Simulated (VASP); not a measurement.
Here is a VASP 6.6.1 calculation.

File POSCAR:

```
Pt
1.0
    0.0000000000      1.9609000000      1.9609000000
    1.9609000000      0.0000000000      1.9609000000
    1.9609000000      1.9609000000      0.0000000000
Pt
1
Direct
    0.0000000000      0.0000000000      0.0000000000
```

Contents of INCAR.step1:

```
SYSTEM = Pt
PREC     = Accurate       ! precision mode
ENCUT    = 550            ! plane-wave cutoff, eV
EDIFF    = 1E-7           ! SCF threshold, eV
ISMEAR   = -1             ! smearing method
SIGMA    = 0.05           ! smearing width, eV
LREAL    = .FALSE.        ! projectors in reciprocal space
LASPH    = .TRUE.         ! aspherical terms in the spheres
NELM     = 60             ! most SCF steps
ALGO     = Normal         ! electronic algorithm
ISIF     = 2              ! what is computed and relaxed
LWAVE    = .FALSE.        ! write WAVECAR
LCHARG   = .TRUE.         ! write CHGCAR
LMAXMIX  = 4              ! l up to which the mixer works
GGA      = PE             ! functional
NBANDS   = 11             ! bands
```

File KPOINTS.step1:

```
Automatic mesh
0
G
  12 12 12
  0 0 0
```

File INCAR.step2:

```
SYSTEM = Pt
PREC     = Accurate       ! precision mode
ENCUT    = 550            ! plane-wave cutoff, eV
EDIFF    = 1E-7           ! SCF threshold, eV
ISMEAR   = 0              ! smearing method
SIGMA    = 0.05           ! smearing width, eV
LREAL    = .FALSE.        ! projectors in reciprocal space
LASPH    = .TRUE.         ! aspherical terms in the spheres
NELM     = 60             ! most SCF steps
ALGO     = Normal         ! electronic algorithm
ISIF     = 2              ! what is computed and relaxed
LWAVE    = .FALSE.        ! write WAVECAR
LCHARG   = .FALSE.        ! write CHGCAR
LMAXMIX  = 4              ! l up to which the mixer works
GGA      = PE             ! functional
NBANDS   = 11             ! bands
ICHARG   = 11             ! starting density
```

Contents of KPOINTS.step2:

```
path GXWKGLUWLK,UX
10
line-mode
reciprocal
 0.0000000000  0.0000000000  0.0000000000  G
 0.5000000000  0.0000000000  0.5000000000  X

 0.5000000000  0.0000000000  0.5000000000  X
 0.5000000000  0.2500000000  0.7500000000  W

 0.5000000000  0.2500000000  0.7500000000  W
 0.3750000000  0.3750000000  0.7500000000  K

 0.3750000000  0.3750000000  0.7500000000  K
 0.0000000000  0.0000000000  0.0000000000  G

 0.0000000000  0.0000000000  0.0000000000  G
 0.5000000000  0.5000000000  0.5000000000  L

 0.5000000000  0.5000000000  0.5000000000  L
 0.6250000000  0.2500000000  0.6250000000  U

 0.6250000000  0.2500000000  0.6250000000  U
 0.5000000000  0.2500000000  0.7500000000  W

 0.5000000000  0.2500000000  0.7500000000  W
 0.5000000000  0.5000000000  0.5000000000  L

 0.5000000000  0.5000000000  0.5000000000  L
 0.3750000000  0.3750000000  0.7500000000  K

 0.6250000000  0.2500000000  0.6250000000  U
 0.5000000000  0.0000000000  0.5000000000  X
```

Potentials or basis: VASP PAW PBE potentials, release 64 (Pt_GW).

The run is started by

```sh
$ cat potpaw_PBE.64/Pt_GW/POTCAR > POTCAR
$ cp INCAR.step1 INCAR
$ cp KPOINTS.step1 KPOINTS
$ mpirun -np 1 vasp_std > vasp.out
$ cp INCAR.step2 INCAR
$ cp KPOINTS.step2 KPOINTS
$ mpirun -np 1 vasp_std > vasp.out
```

(1) What does it give for the band gap along the path?

Answers

(1) none (metal or under the smearing width).

Caveat: the log is that of the step along the path at fixed density, whose energy, stress, charges and moments have no meaning; spin-orbit coupling is left out, which moves the levels of the heavy elements.
